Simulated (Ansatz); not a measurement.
**Te$_{2}$Mo: excitons and shallow donors from band masses and screening**

All numbers below come from Ansatz, DFT PBE+D3(BJ), scalar-relativistic, plane waves, PAW.

Cutoff 420 eV; k points 12×12×2 on the computed 6-atom cell (Γ-centred); Gaussian smearing, width 0.02 eV; no spin polarisation.

Relaxed cell: P6_3/mmc, a = 3.496 Å, b = 3.496 Å, c = 13.701 Å, α = 90.00°, β = 90.00°, γ = 120.00°, 6 atoms in the primitive cell.

The calculation gives a Kohn–Sham gap of 0.59 eV, an electron mass of 0.451 mₑ and a hole mass of 1.45 mₑ (harmonic means over x, y, z and over the bands degenerate at each edge), and ε∞ = 19.77 (independent particles, mean of the diagonal). Masses and screening differ among the axes, which the isotropic model averages.

Q: Estimate the binding energy and radius of a Wannier–Mott exciton and of a shallow donor, and say whether the hydrogenic model can hold.

A: The reduced mass is μ = mₙmₕ/(mₙ + mₕ) = 0.344 mₑ, with mₙ and mₕ the band masses. With E_b = 13.606 eV × μ/ε² and a = 0.529 Å × ε/μ (μ in mₑ) the exciton has E_b = 12.0 meV and a = 30 Å. For a donor μ is the electron mass: 15.7 meV and 23 Å. The exciton's radius is 9 times the shortest lattice vector (3.50 Å), so the continuum picture is reasonable. In a polar crystal the ions screen too, so a state bound more weakly than an optical phonon feels the larger static constant, which lowers the energy and widens the orbit. The other way, the small Kohn–Sham gap and the missing local fields make ε∞ too large and the masses tend to be too light, which underbinds. The edges lie at different points of the zone, so the exciton is indirect.

Spin-orbit coupling is left out, which matters for the bands of heavy elements.